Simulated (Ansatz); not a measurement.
# SiO2 (P4_32_12) in Ansatz: a series of runs

Aim: see how the results for SiO2 move with the level of theory and the settings. Levels: LDA, PBE. Tasks: relaxation of cell and atoms.

All numbers are computed with Ansatz 0.2.0; they aren't measurements. Logs are shortened: lines on timing, memory, paths and dates and some standing lists are left out, and cuts for length are marked.

## 1. Starting point

The structure is tetragonal, space group P4_32_12 (No. 96). The conventional cell has a = 4.976 Å, b = 4.976 Å, c = 6.901 Å, α = 90.00°, β = 90.00°, γ = 90.00°. Si (site symmetry 2) has 4 O at 1.61 Å as nearest neighbours. Around O (site symmetry 1) lie 2 Si at 1.61 Å.

The cell comes from a database or a generator and needn't be the stable form of this composition.

## 2. Relaxation of cell and atoms, LDA

The input, input.yaml:

```yaml
crystal:
  lattice:
    - [4.97558882, 0.0, 0.0]
    - [0.0, 4.97558882, 0.0]
    - [0.0, 0.0, 6.90088944]
  atoms:
    - { symbol: Si, position: [0.80324656, 0.80324656, 0.5] }
    - { symbol: Si, position: [0.69675344, 0.30324656, 0.25] }
    - { symbol: Si, position: [0.30324656, 0.69675344, 0.75] }
    - { symbol: Si, position: [0.19675344, 0.19675344, 0.0] }
    - { symbol: O, position: [0.76175763, 0.11038707, 0.43204156] }
    - { symbol: O, position: [0.88961293, 0.23824237, 0.06795844] }
    - { symbol: O, position: [0.11038707, 0.76175763, 0.56795844] }
    - { symbol: O, position: [0.26175763, 0.38961293, 0.81795844] }
    - { symbol: O, position: [0.23824237, 0.88961293, 0.93204156] }
    - { symbol: O, position: [0.73824237, 0.61038707, 0.31795844] }
    - { symbol: O, position: [0.38961293, 0.26175763, 0.18204156] }
    - { symbol: O, position: [0.61038707, 0.73824237, 0.68204156] }
hamiltonian:
  xc: lda
  pseudopotentials: { kind: paw }
kpoints:
  mp_grid: { grid: [6, 6, 4] }
scf:
  occupations: { method: fermi_dirac, width: 0.05 }
output:
  forces: true
  stress: true
  eigenvalues: true
relax:
  f_tol: 0.01
  max_steps: 40
  cell: { stress_tol: 0.05 }
```

Potentials or basis: Ansatz PAW.

Launch:

```console
> ansatz run input.yaml --threads 4 --pin off --max-ram 11264MiB --backend cpu --events-out ev --progress --plain --runs-dir out
```

Log:

```text
Warning: RAYON_NUM_THREADS=4 ignored (pool sized by the plan → 4); use --threads N
Engine: ansatz 0.2.0, x86_64-unknown-linux-gnu
Pseudopotentials: kind: paw
Pseudopotential: Si, paw, valence charge 4, recommended cutoff 420 eV (normal), Si.paw.azcp
Pseudopotential: O, paw, valence charge 6, recommended cutoff 420 eV (normal), O.paw.azcp
Functional definition: SPW92
  exchange = slater_x
  correlation = pw_c
Crystal: 12 atoms, lattice volume = 170.842 Å³
Basis set: ecut = 420 eV, 3355 PW (Γ)
Bands: 44, of which v1, the nominal top of the filled ones, is band 32 counted from 1 (31 counted from 0)
Symmetry: 8 space group operations
Space group: P43212 (ITA 96), of the structure as read, at distance tolerance 5.5e-5 Å
k-points: 30 of 144 (time reversal used)
Non-local potential: Si, projectors of the file, l = 0: 2, l = 1: 2, l = 2: 2
Non-local potential: O, projectors of the file, l = 0: 2, l = 1: 2, l = 2: 1
PAW form: soft (Blöchl's): semilocal exchange-correlation on the pseudo side does not see the compensation charge
PAW frozen core: Si, regenerated for the run's functional, and the local potential with it (the file was generated under x = pbe(κ = 0.804, μ = 0.2195149727645171), c = pbe(β = 0.06672455060314922))
PAW frozen core: O, regenerated for the run's functional, and the local potential with it (the file was generated under x = pbe(κ = 0.804, μ = 0.2195149727645171), c = pbe(β = 0.06672455060314922))
PAW one-centre angular grid: Si, 110 points (default); XC on 64 Gauss nodes
PAW one-centre angular grid: O, 110 points (default); XC on 64 Gauss nodes
Initial density: superposition of atomic densities (neutral atoms: chi_scale 0, normalization atom), corrected by the library's trained network
Initial wavefunctions: pseudopotential atomic-orbital guess
Functional: x = slater, c = lda
SCF iter   1: F=—  HF=-6890.802198 eV  |F-HF|=—  |Δ(HF+E_count)|=         —  Δρ=1.23e-2  dr2=2.33e-1  ethr=1.77e-3  ⟨swp⟩=7.0  Hψ=6933  notcnv=0  defer=50
preconditioner: auto → Resta (q_TF=auto, 2.316 Å⁻¹)  ε∞=2.9  [insulator: Δε(μ)=5.325 eV  Ē_g=16.304 eV  σ=0.050 eV  W_gap=1.00  n_scr=36 (ndim 8)  ℏωp=22.7 eV  f_vac=0.221  D(μ)=0.00/eV (n_scr^D=0)  ε∞_Penn≈2.9]
SCF iter   2: F=—  HF=-6890.736692 eV  |F-HF|=—  |Δ(HF+E_count)|=   6.55e-2  Δρ=3.33e-3  dr2=6.15e-3  ethr=3.64e-4  ⟨swp⟩=2.1  Hψ=2483  notcnv=0  defer=155
[... 100 lines left out ...]
  E_aug_tail   = 0.021291  (compensation charges beyond the density's cutoff)
  E_ewald      = -2240.350433
  E_core_change = 1.112695  (= ΣΔE_core)
  E_smearing   = -0.000000  (= −TS)
  E_closure    = -0.000000  (closes the sum)
  Σ components = -6890.742749   (vs F -6890.742749, Δ=0.00e0)
--- Forces (eV/Å), atoms counted from 1 ---
  atom   1  Si    -0.00012020    -0.00012020     0.00000000
  atom   2  Si     0.00012020    -0.00012020     0.00000000
  atom   3  Si    -0.00012020     0.00012020    -0.00000000
  atom   4  Si     0.00012020     0.00012020     0.00000000
  atom   5  O     -0.00002558     0.00057978     0.00008162
  atom   6  O     -0.00057978     0.00002558    -0.00008162
  atom   7  O      0.00057978    -0.00002558    -0.00008162
  atom   8  O     -0.00002558    -0.00057978    -0.00008162
  atom   9  O      0.00002558    -0.00057978     0.00008162
  atom  10  O      0.00002558     0.00057978    -0.00008162
  atom  11  O     -0.00057978    -0.00002558     0.00008162
  atom  12  O      0.00057978     0.00002558     0.00008162
  max |Σ_I F_I| component: 1.66e-17 eV/Å
--- Stress (GPa, compression-positive) ---
       -0.021917       0.000000       0.000000
        0.000000      -0.021917      -0.000000
        0.000000      -0.000000      -0.025179
  P = ⅓ Tr σ = -0.0230 GPa (-0.230 kbar)
--- Band table (eV; the first three rows and the last of 30) ---
  k-point 0: bands = ["-18.0367", "-17.0908", "-17.0908", "-15.8646", "-15.8120", "-15.8055", "-15.7960", "-15.7960", "-8.2886", "-6.1627", "-6.1627", "-4.6344", "-4.4983", "-4.4983", "-3.9840", "-3.8214", "-1.8254", "-1.8017", "-1.8017", "-1.2120", "-1.0773", "-0.8001", "-0.5720", "-0.5364", "-0.5364", "-0.0947", "-0.0947", "-0.0637", "0.5369", "0.9113", "0.9113", "1.2281", "6.7759", "9.8518", "9.8518", "10.3726", "10.3726", "10.6865", "11.1729", "12.0497", "12.2059", "12.2059", "12.5040", "12.6795"]
  k-point 1: bands = ["-17.9704", "-17.4741", "-16.6698", "-15.9758", "-15.8092", "-15.8045", "-15.7982", "-15.7975", "-8.1080", "-6.9209", "-5.4788", "-4.7186", "-4.4747", "-4.3825", "-4.0961", "-3.9258", "-1.7659", "-1.7594", "-1.6718", "-1.1621", "-1.0117", "-0.7792", "-0.7285", "-0.6397", "-0.5762", "-0.4534", "0.0636", "0.3463", "0.5791", "0.7010", "0.8885", "1.1123", "7.1343", "9.1577", "10.0589", "10.4499", "10.6989", "10.7916", "10.9555", "11.9852", "12.0224", "12.3288", "12.3426", "12.4366"]
  k-point 2: bands = ["-17.7770", "-17.7770", "-16.2716", "-16.2716", "-15.8029", "-15.8029", "-15.8018", "-15.8018", "-7.6144", "-7.6144", "-4.9873", "-4.9873", "-4.3153", "-4.3153", "-4.1621", "-4.1621", "-1.7087", "-1.7087", "-1.3503", "-1.3503", "-0.8765", "-0.8765", "-0.6904", "-0.6904", "-0.6780", "-0.6780", "0.3556", "0.3556", "0.6731", "0.6731", "0.8328", "0.8328", "8.0476", "8.0476", "10.4294", "10.4294", "10.7769", "10.7769", "11.5066", "11.5066", "11.7587", "11.7587", "12.5601", "12.5601"]
  k-point 29: bands = ["-17.0499", "-17.0499", "-17.0499", "-17.0499", "-15.8844", "-15.8844", "-15.8844", "-15.8844", "-6.1958", "-6.1958", "-6.1958", "-6.1958", "-3.8495", "-3.8495", "-3.8495", "-3.8495", "-1.8329", "-1.8329", "-1.8329", "-1.8329", "-1.0680", "-1.0680", "-1.0680", "-1.0680", "-0.1324", "-0.1324", "-0.1324", "-0.1324", "0.6183", "0.6183", "0.6183", "0.6183", "10.2704", "10.2704", "10.2704", "10.2704", "10.8780", "10.8780", "10.8780", "10.8780", "11.4188", "11.4188", "11.4188", "11.4188"]
--- Relaxed structure (6 steps of the walk, 6 accepted, 2 SCFs on fresh bases) ---
  F+E_penalty+E_count = -6890.74274866 eV   max|allowed force component| = 5.798e-4 eV/Å   (the final SCF, on the basis selected at the relaxed cell)
  cell:  # Å, volume = 168.4053 Å³
    - [4.94820287250044, 8.634893017329601e-35, 0.0]
    - [8.634893017329601e-35, 4.94820287250044, -2.1587232543324002e-35]
    - [0.0, -2.9940397104005264e-35, 6.877979238952129]
  atoms:
    - { symbol: Si, position: [0.8038722559411869, 0.8038722559411869, 0.5] }
    - { symbol: Si, position: [0.696127744058813, 0.3038722559411869, 0.25] }
    - { symbol: Si, position: [0.3038722559411869, 0.696127744058813, 0.75] }
    - { symbol: Si, position: [0.1961277440588131, 0.1961277440588131, 6.546270725390631e-22] }
    - { symbol: O, position: [0.7624864470751449, 0.11233181113337802, 0.43285245172246084] }
    - { symbol: O, position: [0.8876681888666217, 0.23751355292485496, 0.06714754827753928] }
    - { symbol: O, position: [0.11233181113337802, 0.7624864470751449, 0.5671475482775392] }
    - { symbol: O, position: [0.262486447075145, 0.38766818886662197, 0.8171475482775394] }
    - { symbol: O, position: [0.23751355292485496, 0.8876681888666217, 0.9328524517224608] }
    - { symbol: O, position: [0.737513552924855, 0.612331811133378, 0.31714754827753927] }
    - { symbol: O, position: [0.38766818886662197, 0.262486447075145, 0.18285245172246067] }
    - { symbol: O, position: [0.612331811133378, 0.737513552924855, 0.6828524517224608] }
```

Run time: 19 s. Hardware: 4 threads of Intel Xeon 6975P-C (Granite Rapids), shared host; peak memory 0.62 GiB.

What came out:

```
Free energy                            : -6890.7427 eV
Relaxed volume                         : 14.03 Å³/atom
Relaxed cell                           : a = 4.948 Å, b = 4.948 Å, c = 6.878 Å, α = 90.00°, β = 90.00°, γ = 90.00°
Space group after relaxing (to 0.05 Å) : P4_32_12 (No. 96)
Energy gained by relaxing              : 0.7 meV/atom
Ionic steps                            : 8
Pressure after relaxing                : 0.0 GPa
Band gap on the k mesh                 : 5.55 eV, direct
```

The path:
```csv
step,energy change (eV),largest force (eV/Å),volume (Å³)
1,0.0000,0.0887,170.84
2,-0.0093,0.0474,170.07
3,-0.0153,0.0143,169.23
4,-0.0155,0.0018,169.20
5,-0.0078,0.0019,169.20
6,-0.0094,0.0017,168.87
7,-0.0117,0.0006,168.41
8,-0.0084,0.0006,168.41
```

Final structure:
```yaml
crystal:
  lattice:
    - [4.94820, 0.00000, 0.00000]
    - [0.00000, 4.94820, 0.00000]
    - [0.00000, 0.00000, 6.87798]
  atoms:
    - { symbol: Si, position: [0.80387, 0.80387, 0.50000] }
    - { symbol: Si, position: [0.69613, 0.30387, 0.25000] }
    - { symbol: Si, position: [0.30387, 0.69613, 0.75000] }
    - { symbol: Si, position: [0.19613, 0.19613, 0.00000] }
    - { symbol: O, position: [0.76249, 0.11233, 0.43285] }
    - { symbol: O, position: [0.88767, 0.23751, 0.06715] }
    - { symbol: O, position: [0.11233, 0.76249, 0.56715] }
    - { symbol: O, position: [0.26249, 0.38767, 0.81715] }
    - { symbol: O, position: [0.23751, 0.88767, 0.93285] }
    - { symbol: O, position: [0.73751, 0.61233, 0.31715] }
    - { symbol: O, position: [0.38767, 0.26249, 0.18285] }
    - { symbol: O, position: [0.61233, 0.73751, 0.68285] }
```

Caveat: the plane-wave basis is chosen anew once the cell has moved, so the energies of steps on either side of that aren't comparable; the pressure holds a Pulay correction of +0.8 GPa for the finite cutoff; the PAW data sets come from PBE, with cores solved anew for the run's functional, which leaves a small shift of forces and pressure. A k mesh can miss the band edges.

## 3. Relaxation of cell and atoms, PBE

input.yaml: that of step 2 with these lines changed.

```diff
@@ -19,3 +19,3 @@
 hamiltonian:
-  xc: lda
+  xc: pbe
   pseudopotentials: { kind: paw }
@@ -29,2 +29,6 @@
   eigenvalues: true
+  write_density: true
+  write_potential: true
+  elf: true
+  volumetric_format: npy
 relax:
```

Potentials or basis: Ansatz PAW.

Launch:

```console
> ansatz run input.yaml --threads 4 --pin off --max-ram 11264MiB --backend cpu --events-out ev --progress --plain --runs-dir out
```

It took 32 s on 4 threads of Intel Xeon 6975P-C (Granite Rapids), shared host; peak memory 0.66 GiB.

The run converged. Its results:

```yaml
Free_energy: -7096.3814 eV
Relaxed_volume: 15.28 Å³/atom
Relaxed_cell: a = 5.083 Å, b = 5.083 Å, c = 7.098 Å, α = 90.00°, β = 90.00°, γ = 90.00°
Space_group_after_relaxing_to_0.05_Å: P4_32_12 (No. 96)
Energy_gained_by_relaxing: 7.6 meV/atom
Ionic_steps: 12
Pressure_after_relaxing: 0.0 GPa
Band_gap_on_the_k_mesh: 5.51 eV, direct
```

Step by step:
| step | energy change (eV) | largest force (eV/Å) | volume (Å³) |
| --- | --- | --- | --- |
| 1 | 0.0000 | 0.2777 | 170.84 |
| 2 | -0.0440 | 0.1277 | 173.85 |
| 3 | -0.0534 | 0.0332 | 177.47 |
| 4 | -0.0523 | 0.0121 | 178.33 |
| 5 | -0.0500 | 0.0015 | 179.23 |
| 6 | -0.0865 | 0.0015 | 179.23 |
| 7 | -0.0813 | 0.0049 | 181.98 |
| 8 | -0.0786 | 0.0118 | 182.74 |
| 9 | -0.0782 | 0.0006 | 182.96 |
| 10 | -0.0917 | 0.0006 | 182.96 |
| 11 | -0.0904 | 0.0006 | 183.40 |
| 12 | -0.0915 | 0.0006 | 183.40 |

Final structure:
```cif
data_structure
_symmetry_space_group_name_H-M 'P 1'
_symmetry_Int_Tables_number 1
_cell_length_a 5.0831
_cell_length_b 5.0831
_cell_length_c 7.0982
_cell_angle_alpha 90.000
_cell_angle_beta 90.000
_cell_angle_gamma 90.000
_cell_volume 183.40
loop_
_atom_site_label
_atom_site_type_symbol
_atom_site_fract_x
_atom_site_fract_y
_atom_site_fract_z
_atom_site_occupancy
Si1 Si 0.79396 0.79396 0.50000 1
Si2 Si 0.70604 0.29396 0.25000 1
Si3 Si 0.29396 0.70604 0.75000 1
Si4 Si 0.20604 0.20604 0.00000 1
O1 O 0.75886 0.09367 0.42433 1
O2 O 0.90633 0.24114 0.07567 1
O3 O 0.09367 0.75886 0.57567 1
O4 O 0.25886 0.40633 0.82567 1
O5 O 0.24114 0.90633 0.92433 1
O6 O 0.74114 0.59367 0.32567 1
O7 O 0.40633 0.25886 0.17433 1
O8 O 0.59367 0.74114 0.67433 1
```

Levels at points of the mesh, in eV from the valence-band top:
| k point | band 30 | band 31 | band 32 | band 33 | band 34 | band 35 |
| --- | --- | --- | --- | --- | --- | --- |
| (0.00, 0.00, 0.00) | -0.25 | -0.25 | 0.00 | 5.51 | 8.68 | 8.68 |
| (0.00, 0.00, -0.50) | -0.50 | -0.39 | -0.39 | 6.70 | 6.70 | 9.34 |
| (0.00, -0.50, 0.00) | -0.63 | -0.45 | -0.45 | 7.48 | 7.48 | 9.13 |
| (0.00, -0.50, -0.50) | -0.92 | -0.16 | -0.16 | 7.71 | 7.71 | 8.72 |
| (-0.50, -0.50, 0.00) | -0.59 | -0.55 | -0.55 | 8.50 | 8.50 | 8.58 |
| (-0.50, -0.50, -0.50) | -0.64 | -0.64 | -0.64 | 9.02 | 9.02 | 9.02 |

Caveat: the plane-wave basis is chosen anew once the cell has moved, so the energies of steps on either side of that aren't comparable; the pressure holds a Pulay correction of +0.5 GPa for the finite cutoff.
